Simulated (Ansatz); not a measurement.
# TaSi2 (P6_422) in Ansatz: relaxation of cell and atoms with LDA

Aim: the relaxation of cell and atoms of TaSi2 with LDA.

Program: Ansatz 0.2.0. These are calculated values, not measurements. Logs are shortened: lines on timing, memory, paths and dates and some standing lists are left out, and cuts for length are marked.

**1. The structure**

Symmetry: P6_422, No. 181, hexagonal system. The conventional cell has a = 4.784 Å, b = 4.784 Å, c = 6.570 Å, α = 90.00°, β = 90.00°, γ = 120.00°. Ta (site symmetry 222) has 10 Si at 2.61 to 2.83 Å as nearest neighbours. Around Si (site symmetry 2) lie 5 Si at 2.56 to 2.83 Å and 5 Ta at 2.61 to 2.83 Å.

**2. Relaxation of cell and atoms, LDA**

Contents of input.yaml:

```yaml
crystal:
  lattice:
    - [4.7839, 0.0, 0.0]
    - [-2.39195, 4.1429789292, 0.0]
    - [0.0, 0.0, 6.57]
  atoms:
    - { symbol: Ta, position: [0.0, 0.5, 0.3333333333] }
    - { symbol: Ta, position: [0.5, 0.5, 0.6666666667] }
    - { symbol: Ta, position: [0.5, 0.0, 0.0] }
    - { symbol: Si, position: [0.31794, 0.15897, 0.3333333333] }
    - { symbol: Si, position: [0.15897, 0.84103, 0.6666666667] }
    - { symbol: Si, position: [0.84103, 0.68206, 0.0] }
    - { symbol: Si, position: [0.68206, 0.84103, 0.3333333333] }
    - { symbol: Si, position: [0.84103, 0.15897, 0.6666666667] }
    - { symbol: Si, position: [0.15897, 0.31794, 0.0] }
hamiltonian:
  xc: lda
  pseudopotentials: { kind: paw }
kpoints:
  mp_grid: { grid: [7, 7, 4] }
scf:
  occupations: { method: fermi_dirac, width: 0.05 }
output:
  forces: true
  stress: true
  eigenvalues: true
relax:
  f_tol: 0.01
  max_steps: 40
  cell: { stress_tol: 0.05 }
```

Potentials or basis: Ansatz PAW.

Run with:

```bash
$ ansatz run input.yaml --threads 4 --pin off --max-ram 11264MiB --backend cpu --events-out ev --progress --plain --runs-dir out
```

What it wrote:

```text
Warning: RAYON_NUM_THREADS=4 ignored (pool sized by the plan → 4); use --threads N
Engine: ansatz 0.2.0, x86_64-unknown-linux-gnu
Pseudopotentials: kind: paw
Pseudopotential: Ta, paw, valence charge 13, recommended cutoff 420 eV (normal), Ta.paw.azcp
Pseudopotential: Si, paw, valence charge 4, recommended cutoff 420 eV (normal), Si.paw.azcp
Functional definition: SPW92
  exchange = slater_x
  correlation = pw_c
Crystal: 9 atoms, lattice volume = 130.215 Å³
Basis set: ecut = 420 eV, 2523 PW (Γ)
Bands: 41, of which v1, the nominal top of the filled ones, is band 32 counted from 1 (31 counted from 0)
Symmetry: 12 space group operations
Space group: P6422 (ITA 181), of the structure as read, at distance tolerance 5.1e-5 Å
k-points: 24 of 196 (time reversal used)
Non-local potential: Ta, projectors of the file, l = 0: 3, l = 1: 2, l = 2: 2, l = 3: 1
Non-local potential: Si, projectors of the file, l = 0: 2, l = 1: 2, l = 2: 2
PAW form: soft (Blöchl's): semilocal exchange-correlation on the pseudo side does not see the compensation charge
PAW frozen core: Ta, regenerated for the run's functional, and the local potential with it (the file was generated under x = pbe(κ = 0.804, μ = 0.2195149727645171), c = pbe(β = 0.06672455060314922))
PAW frozen core: Si, regenerated for the run's functional, and the local potential with it (the file was generated under x = pbe(κ = 0.804, μ = 0.2195149727645171), c = pbe(β = 0.06672455060314922))
PAW one-centre angular grid: Ta, 590 points (default); XC on 64 Gauss nodes
PAW one-centre angular grid: Si, 110 points (default); XC on 64 Gauss nodes
Initial density: superposition of atomic densities (neutral atoms: chi_scale 0, normalization atom), corrected by the library's trained network
Initial wavefunctions: pseudopotential atomic-orbital guess
Functional: x = slater, c = lda
SCF iter   1: F=—  HF=-32704.811667 eV  |F-HF|=—  |Δ(HF+E_count)|=         —  Δρ=7.32e-3  dr2=9.13e-2  ethr=1.77e-3  ⟨swp⟩=7.0  Hψ=4568  notcnv=0  defer=6
preconditioner: auto → Kerker (q_TF=auto, 2.417 Å⁻¹)  [metal: Δε(μ)=0.067 eV  Ē_g=7.275 eV  σ=0.050 eV  W_gap=0.30  n_scr=22 (ndim 8)  ℏωp=20.3 eV  f_vac=0.000  D(μ)=3.09/eV (n_scr^D=22)]
SCF iter   2: F=—  HF=-32704.793887 eV  |F-HF|=—  |Δ(HF+E_count)|=   1.78e-2  Δρ=3.81e-3  dr2=1.72e-2  ethr=1.45e-4  ⟨swp⟩=2.1  Hψ=1333  notcnv=0  defer=39
SCF iter   3: F=—  HF=-32704.789652 eV  |F-HF|=—  |Δ(HF+E_count)|=   4.24e-3  Δρ=9.60e-4  dr2=1.12e-3  ethr=2.73e-5  ⟨swp⟩=2.0  Hψ=1135  notcnv=0  defer=39
SCF iter   4: F=—  HF=-32704.789316 eV  |F-HF|=—  |Δ(HF+E_count)|=   3.36e-4  Δρ=1.33e-4  dr2=2.39e-5  ethr=1.78e-6  ⟨swp⟩=2.0  Hψ=1331  notcnv=0  defer=39
SCF iter   5: F=—  HF=-32704.789304 eV  |F-HF|=—  |Δ(HF+E_count)|=   1.25e-5  Δρ=1.39e-5  dr2=2.88e-7  ethr=3.80e-8  ⟨swp⟩=2.0  Hψ=1403  notcnv=0  defer=39
SCF iter   6: F=-32704.789303 eV  HF=-32704.789303 eV  |F-HF|=4.77e-9  |Δ(HF+E_count)|=   4.16e-8  Δρ=2.28e-6  dr2=9.33e-9  ethr=1.59e-10  ⟨swp⟩=10.3  Hψ=4229  notcnv=0
SCF 1 converged in 6 iterations: F = -32704.789303 eV  dr2 = 9.33e-9
relax step   1: F+E_penalty+E_count = -32704.78930349 eV  Δ(F+E_penalty+E_count) = +0.000e0 eV  max|allowed force component| = 7.075e-2 eV/Å  Δτ_max = 0.0000 Å  P = -5.688 GPa  Ω = 130.215 Å³  (6 SCF iters, dr2 threshold 1.00e-7 eV, accepted)
Crystal: 9 atoms, lattice volume = 123.534 Å³
Basis set: ecut = 420 eV, 2439 PW (Γ)
Initial density: handed on by an earlier stage of this run
Initial wavefunctions: those handed on with the density
iter 1 solved again at ethr=4.61e-5 eV; its pass at ethr=3.10e-3 eV (dr2=2.90e-2 eV) is discarded
SCF iter   1: F=—  HF=-32704.822300 eV  |F-HF|=—  |Δ(HF+E_count)|=         —  Δρ=3.42e-3  dr2=2.68e-2  ethr=4.61e-5  ⟨swp⟩=2.0  Hψ=4983  notcnv=0
preconditioner: auto → Kerker (q_TF=auto, 2.439 Å⁻¹)  [metal: Δε(μ)=0.048 eV  Ē_g=7.584 eV  σ=0.050 eV  W_gap=0.23  n_scr=22 (ndim 8)  ℏωp=20.9 eV  f_vac=0.000  D(μ)=3.15/eV (n_scr^D=22)]
SCF iter   2: F=—  HF=-32704.817053 eV  |F-HF|=—  |Δ(HF+E_count)|=   5.25e-3  Δρ=1.63e-3  dr2=5.23e-3  ethr=4.26e-5  ⟨swp⟩=2.2  Hψ=1195  notcnv=0
SCF iter   3: F=—  HF=-32704.815520 eV  |F-HF|=—  |Δ(HF+E_count)|=   1.53e-3  Δρ=3.48e-4  dr2=1.44e-4  ethr=8.30e-6  ⟨swp⟩=2.1  Hψ=1344  notcnv=0
SCF iter   4: F=—  HF=-32704.815491 eV  |F-HF|=—  |Δ(HF+E_count)|=   2.98e-5  Δρ=5.33e-5  dr2=3.21e-6  ethr=2.29e-7  ⟨swp⟩=2.3  Hψ=1436  notcnv=0
SCF iter   5: F=-32704.815490 eV  HF=-32704.815490 eV  |F-HF|=2.19e-8  |Δ(HF+E_count)|=   9.17e-7  Δρ=5.50e-6  dr2=4.48e-8  ethr=1.43e-9  ⟨swp⟩=7.3  Hψ=4269  notcnv=0
SCF 2 converged in 5 iterations: F = -32704.815490 eV  dr2 = 4.48e-8
relax step   2: F+E_penalty+E_count = -32704.81548966 eV  Δ(F+E_penalty+E_count) = -2.619e-2 eV  max|allowed force component| = 1.536e-1 eV/Å  Δτ_max = 0.0173 Å  P = +4.670 GPa  Ω = 123.534 Å³  energy of the carried Pulay correction = +2.283e-3 eV  (5 SCF iters, dr2 threshold 9.00e-7 eV, accepted)
Crystal: 9 atoms, lattice volume = 126.528 Å³
Basis set: ecut = 420 eV, 2499 PW (Γ)
iter 1 solved again at ethr=1.25e-5 eV; its pass at ethr=3.10e-3 eV (dr2=7.86e-3 eV) is discarded
SCF iter   1: F=—  HF=-32704.864685 eV  |F-HF|=—  |Δ(HF+E_count)|=         —  Δρ=1.80e-3  dr2=7.23e-3  ethr=1.25e-5  ⟨swp⟩=1.8  Hψ=4671  notcnv=0
preconditioner: auto → Kerker (q_TF=auto, 2.429 Å⁻¹)  [metal: Δε(μ)=0.032 eV  Ē_g=7.473 eV  σ=0.050 eV  W_gap=0.16  n_scr=22 (ndim 8)  ℏωp=20.6 eV  f_vac=0.000  D(μ)=3.09/eV (n_scr^D=22)]
SCF iter   2: F=—  HF=-32704.863225 eV  |F-HF|=—  |Δ(HF+E_count)|=   1.46e-3  Δρ=8.64e-4  dr2=1.43e-3  ethr=1.15e-5  ⟨swp⟩=2.2  Hψ=1190  notcnv=0
SCF iter   3: F=—  HF=-32704.862790 eV  |F-HF|=—  |Δ(HF+E_count)|=   4.35e-4  Δρ=1.78e-4  dr2=4.33e-5  ethr=2.27e-6  ⟨swp⟩=2.1  Hψ=1303  notcnv=0
SCF iter   4: F=—  HF=-32704.862777 eV  |F-HF|=—  |Δ(HF+E_count)|=   1.30e-5  Δρ=3.04e-5  dr2=1.15e-6  ethr=6.87e-8  ⟨swp⟩=2.4  Hψ=1407  notcnv=0
SCF iter   5: F=-32704.862777 eV  HF=-32704.862777 eV  |F-HF|=1.14e-8  |Δ(HF+E_count)|=   2.97e-7  Δρ=3.12e-6  dr2=1.86e-8  ethr=1.43e-9  ⟨swp⟩=6.5  Hψ=4113  notcnv=0
SCF 3 converged in 5 iterations: F = -32704.862777 eV  dr2 = 1.86e-8
relax step   3: F+E_penalty+E_count = -32704.86277671 eV  Δ(F+E_penalty+E_count) = -4.729e-2 eV  max|allowed force component| = 1.161e-2 eV/Å  Δτ_max = 0.0106 Å  P = -0.291 GPa  Ω = 126.528 Å³  energy of the carried Pulay correction = +1.245e-3 eV  (5 SCF iters, dr2 threshold 9.00e-7 eV, accepted)
Crystal: 9 atoms, lattice volume = 126.362 Å³
Basis set: ecut = 420 eV, 2475 PW (Γ)
iter 1 solved again at ethr=1.91e-8 eV; its pass at ethr=3.10e-3 eV (dr2=1.20e-5 eV) is discarded
SCF iter   1: F=—  HF=-32704.863027 eV  |F-HF|=—  |Δ(HF+E_count)|=         —  Δρ=7.70e-5  dr2=1.26e-5  ethr=1.91e-8  ⟨swp⟩=2.6  Hψ=4611  notcnv=0
preconditioner: auto → Kerker (q_TF=auto, 2.429 Å⁻¹)  [metal: Δε(μ)=0.029 eV  Ē_g=7.474 eV  σ=0.050 eV  W_gap=0.15  n_scr=22 (ndim 8)  ℏωp=20.6 eV  f_vac=0.000  D(μ)=3.08/eV (n_scr^D=22)]
SCF iter   2: F=—  HF=-32704.863024 eV  |F-HF|=—  |Δ(HF+E_count)|=   2.73e-6  Δρ=4.01e-5  dr2=3.11e-6  ethr=1.91e-8  ⟨swp⟩=2.4  Hψ=1290  notcnv=0
SCF iter   3: F=-32704.863023 eV  HF=-32704.863023 eV  |F-HF|=6.79e-8  |Δ(HF+E_count)|=   1.07e-6  Δρ=7.96e-6  dr2=1.11e-7  ethr=3.89e-10  ⟨swp⟩=4.7  Hψ=4301  notcnv=0
SCF 4 converged in 3 iterations: F = -32704.863023 eV  dr2 = 1.11e-7
relax step   4: F+E_penalty+E_count = -32704.86302310 eV  Δ(F+E_penalty+E_count) = -2.464e-4 eV  max|allowed force component| = 6.181e-3 eV/Å  Δτ_max = 0.0004 Å  P = -0.031 GPa  Ω = 126.362 Å³  energy of the carried Pulay correction = +1.302e-3 eV  (3 SCF iters, dr2 threshold 2.45e-7 eV, accepted)
Initial wavefunctions: pseudopotential atomic-orbital guess (no wavefunctions were taken with the density)
iter 1 solved again at ethr=2.36e-7 eV; its pass at ethr=3.10e-3 eV (dr2=1.49e-4 eV) is discarded
SCF iter   1: F=—  HF=-32704.861894 eV  |F-HF|=—  |Δ(HF+E_count)|=         —  Δρ=3.11e-5  dr2=2.36e-7  ethr=2.36e-7  ⟨swp⟩=3.0  Hψ=7008  notcnv=0
preconditioner: auto → Kerker (q_TF=auto, 2.429 Å⁻¹)  [metal: Δε(μ)=0.029 eV  Ē_g=7.474 eV  σ=0.050 eV  W_gap=0.15  n_scr=22 (ndim 8)  ℏωp=20.6 eV  f_vac=0.000  D(μ)=3.09/eV (n_scr^D=22)]
SCF iter   2: F=—  HF=-32704.861900 eV  |F-HF|=—  |Δ(HF+E_count)|=   6.00e-6  Δρ=1.65e-5  dr2=7.53e-8  ethr=3.74e-10  ⟨swp⟩=2.1  Hψ=1725  notcnv=0
SCF iter   3: F=—  HF=-32704.861900 eV  |F-HF|=—  |Δ(HF+E_count)|=   4.31e-8  Δρ=1.03e-6  dr2=1.94e-9  ethr=1.19e-10  ⟨swp⟩=2.5  Hψ=1445  notcnv=0
SCF iter   4: F=—  HF=-32704.861900 eV  |F-HF|=—  |Δ(HF+E_count)|=  4.95e-10  Δρ=5.50e-7  dr2=1.94e-10  ethr=3.09e-12  ⟨swp⟩=2.3  Hψ=1460  notcnv=0
SCF iter   5: F=-32704.861900 eV  HF=-32704.861900 eV  |F-HF|=1.46e-11  |Δ(HF+E_count)|=  1.46e-11  Δρ=5.22e-8  dr2=4.81e-12  ethr=1.00e-12  ⟨swp⟩=5.2  Hψ=3459  notcnv=0
SCF 5 converged in 5 iterations: F = -32704.861900 eV  dr2 = 4.81e-12
relax step   5: F+E_penalty+E_count = -32704.86190040 eV  Δ(F+E_penalty+E_count) = +1.123e-3 eV  max|allowed force component| = 6.239e-3 eV/Å  Δτ_max = 0.0000 Å  P = -0.046 GPa  Ω = 126.362 Å³  stress off target by 4.85e-2 GPa  SCF on the basis re-selected at this cell (its energy is not comparable with the rows above)  (5 SCF iters)
basis re-selected at this cell: Δ(F+E_penalty+E_count) = +1.123e-3 eV, ΔP = -0.016 GPa vs the last step (what re-selecting the basis moved, of the pressure what is left beyond the Pulay correction that the steps carried, after the strain that the cell walked since its last selection, with what the two solves' SCF thresholds leave and, on support functions, any second-order correction that the steps lacked; it is no measure of the basis error at this ecutwfc). This SCF's stress stands 4.85e-2 GPa from its target on what of the cell is left free (relax.cell.stress_tol is 5.00e-2 GPa) and its largest allowed force component is 6.24e-3 eV/Å (relax.f_tol is 1.00e-2 eV/Å): within both
SCF converged after 5 iterations
Free energy (F): -32704.861900 eV
Harris-Foulkes:  -32704.861900 eV  (|F-HF|=1.46e-11)
Internal energy: -32704.836306 eV  (E = F + TS)
E sigma→0 (E₀):  -32704.849103 eV
Entropy (-TS):   -0.025595 eV (-2.844 meV/atom)
Fermi energy:    15.415331 eV
--- Per-component energies (eV) ---
  E_band       = -240.057684
  E_kinetic    = 1372.017120
  E_local      = -2314.149874  (includes V_loc(G=0)·N_el)
  E_nonlocal   = 221.875450
  E_hartree    = 885.356049
  E_xc         = -994.961093
  E_vxc        = -915.290336  (∫ρ·V_xc dr)
  E_paw        = -27365.672504  (= ΣΔE_a)
  E_vpaw       = -375.222713  (= ΣTr[D̂ρ^β])
  E_aug_tail   = 0.000481  (compensation charges beyond the density's cutoff)
  E_ewald      = -4510.584628
  E_core_change = 1.282693  (= ΣΔE_core)
  E_smearing   = -0.025595  (= −TS)
  E_closure    = -0.000000  (closes the sum)
  Σ components = -32704.861900   (vs F -32704.861900, Δ=0.00e0)
--- Forces (eV/Å), atoms counted from 1 ---
  atom   1  Ta     0.00000000    -0.00000000     0.00000000
  atom   2  Ta    -0.00000000    -0.00000000     0.00000000
  atom   3  Ta    -0.00000000     0.00000000    -0.00000000
  atom   4  Si    -0.00540318    -0.00311953    -0.00000000
  atom   5  Si    -0.00540318     0.00311953     0.00000000
  atom   6  Si     0.00000000     0.00623905    -0.00000000
  atom   7  Si     0.00540318     0.00311953     0.00000000
  atom   8  Si     0.00540318    -0.00311953    -0.00000000
  atom   9  Si    -0.00000000    -0.00623905     0.00000000
  max |Σ_I F_I| component: 1.10e-16 eV/Å
--- Stress (GPa, compression-positive) ---
       -0.048541       0.000000      -0.000000
       -0.000000      -0.048541       0.000000
       -0.000000       0.000000      -0.041329
  P = ⅓ Tr σ = -0.0461 GPa (-0.461 kbar)
--- Band table (eV; the first three rows and the last of 24) ---
  k-point 0: bands = ["-52.0816", "-52.0638", "-52.0638", "-18.8089", "-18.8089", "-18.8009", "-18.7334", "-18.7334", "-18.6255", "-18.6248", "-18.6112", "-18.6112", "1.9044", "5.2629", "5.2629", "8.7727", "9.4903", "9.4903", "9.5235", "9.5235", "10.6117", "11.4857", "11.4857", "11.8792", "12.8581", "12.8581", "12.9366", "12.9366", "13.0621", "13.1913", "13.1913", "14.0046", "16.1234", "18.5388", "18.5388", "18.9887", "19.0817", "19.0946", "19.4299", "19.4299", "19.5887"]
  k-point 1: bands = ["-52.0800", "-52.0697", "-52.0596", "-18.8487", "-18.7895", "-18.7516", "-18.7405", "-18.7360", "-18.6434", "-18.6364", "-18.6293", "-18.5832", "2.1540", "3.9656", "6.5305", "8.9803", "9.1369", "9.4244", "9.8537", "10.0215", "10.4385", "10.5709", "10.9074", "11.2675", "12.6559", "12.9596", "13.0937", "13.1686", "13.3528", "13.4081", "13.9127", "14.3897", "16.8405", "17.7968", "18.3152", "18.8641", "18.9774", "19.0247", "19.3619", "19.4406", "19.6194"]
  k-point 2: bands = ["-52.0757", "-52.0757", "-52.0580", "-18.8628", "-18.7612", "-18.7612", "-18.7439", "-18.6905", "-18.6905", "-18.6383", "-18.6383", "-18.5720", "2.8724", "2.8724", "7.3065", "8.9955", "9.0060", "9.4806", "9.4806", "10.4045", "10.4045", "10.4403", "10.4403", "11.2204", "12.6052", "12.7065", "12.7065", "13.0857", "13.5462", "13.7028", "13.7028", "16.5195", "16.5195", "18.1810", "18.1810", "18.9437", "18.9947", "18.9947", "19.0531", "19.1574", "19.4165"]
  k-point 23: bands = ["-52.0755", "-52.0684", "-52.0652", "-18.8531", "-18.8256", "-18.8248", "-18.7193", "-18.6972", "-18.6552", "-18.6133", "-18.6122", "-18.5886", "4.7203", "4.7480", "5.5691", "6.3782", "6.5304", "7.6225", "9.9887", "10.1168", "10.8517", "11.1403", "12.5016", "12.5891", "12.7671", "12.8528", "12.8883", "13.0135", "14.2754", "14.8656", "14.9282", "15.4355", "16.5032", "17.1415", "17.2602", "17.7550", "17.7896", "18.4427", "18.8398", "18.9633", "19.2707"]
--- Relaxed structure (4 steps of the walk, 4 accepted, 1 SCFs on fresh bases) ---
  F+E_penalty+E_count = -32704.86190040 eV   max|allowed force component| = 6.239e-3 eV/Å   (the final SCF, on the basis selected at the relaxed cell)
  cell:  # Å, volume = 126.3624 Å³
    - [4.728634440129584, 1.8177570993942965e-34, 1.6217932700473828e-18]
    - [-2.364317220064792, 4.095117550362226, -4.3533502854389455e-18]
    - [2.2273002747058863e-18, -5.6176777340797194e-18, 6.525528889803176]
  atoms:
    - { symbol: Ta, position: [7.162515169726687e-20, 0.49999999999999994, 0.3333333333333333] }
    - { symbol: Ta, position: [0.49999999999999994, 0.49999999999999994, 0.6666666666666666] }
    - { symbol: Ta, position: [0.49999999999999994, 1.8609513220416938e-19, -1.925929944387236e-34] }
    - { symbol: Si, position: [0.31946743708506453, 0.1597337185425323, 0.3333333333333333] }
    - { symbol: Si, position: [0.1597337185425322, 0.8402662814574677, 0.6666666666666666] }
    - { symbol: Si, position: [0.8402662814574677, 0.6805325629149356, -7.129017100504648e-20] }
    - { symbol: Si, position: [0.6805325629149355, 0.8402662814574677, 0.3333333333333333] }
    - { symbol: Si, position: [0.8402662814574677, 0.1597337185425323, 0.6666666666666666] }
    - { symbol: Si, position: [0.1597337185425323, 0.3194674370850646, 7.129017100504665e-20] }
```

Run time: 25 s. Hardware: 4 threads of AMD EPYC (Zen 3), shared host; peak memory 0.5 GiB.

Results:

* Free energy: -32704.8619 eV
* Relaxed volume: 14.04 Å³/atom
* Relaxed cell: a = 4.729 Å, b = 4.729 Å, c = 6.526 Å, α = 90.00°, β = 90.00°, γ = 120.00°
* Space group after relaxing (to 0.05 Å): P6_422 (No. 181)
* Energy gained by relaxing: 8.1 meV/atom
* Ionic steps: 5
* Pressure after relaxing: 0.0 GPa
* Largest force after relaxing: 0.006 eV/Å
* Band gap on the k mesh: none (metal or under the smearing width)

Forces in eV/Å, atoms in the order of the input:
```
Ta   0.000  0.000  0.000
Ta   0.000  0.000  0.000
Ta   0.000  0.000  0.000
Si  -0.005 -0.003  0.000
Si  -0.005  0.003  0.000
Si   0.000  0.006  0.000
Si   0.005  0.003  0.000
Si   0.005 -0.003  0.000
Si   0.000 -0.006  0.000
```

The path:
```csv
step,energy change (eV),largest force (eV/Å),volume (Å³)
1,0.0000,0.0707,130.21
2,-0.0262,0.1536,123.53
3,-0.0735,0.0116,126.53
4,-0.0737,0.0062,126.36
5,-0.0726,0.0062,126.36
```

Final structure:
```
Ta Si
1.0
     4.72863    0.00000    0.00000
    -2.36432    4.09512    0.00000
     0.00000    0.00000    6.52553
Ta Si
3 6
Direct
  0.00000 0.50000 0.33333
  0.50000 0.50000 0.66667
  0.50000 0.00000 0.00000
  0.31947 0.15973 0.33333
  0.15973 0.84027 0.66667
  0.84027 0.68053 0.00000
  0.68053 0.84027 0.33333
  0.84027 0.15973 0.66667
  0.15973 0.31947 0.00000
```

Levels at points of the mesh, in eV from the Fermi level:
```
            k point  band 30  band 31  band 32  band 33  band 34  band 35
 (0.00, 0.00, 0.00)    -2.22    -2.22    -1.41     0.71     3.12     3.12
(0.00, 0.00, -0.50)    -1.71    -1.71     1.10     1.10     2.77     2.77
```

Caveat: the plane-wave basis is chosen anew once the cell has moved, so the energies of steps on either side of that aren't comparable; the PAW data sets come from PBE, with cores solved anew for the run's functional, which leaves a small shift of forces and pressure. Zero-point motion and thermal expansion aren't in these numbers.
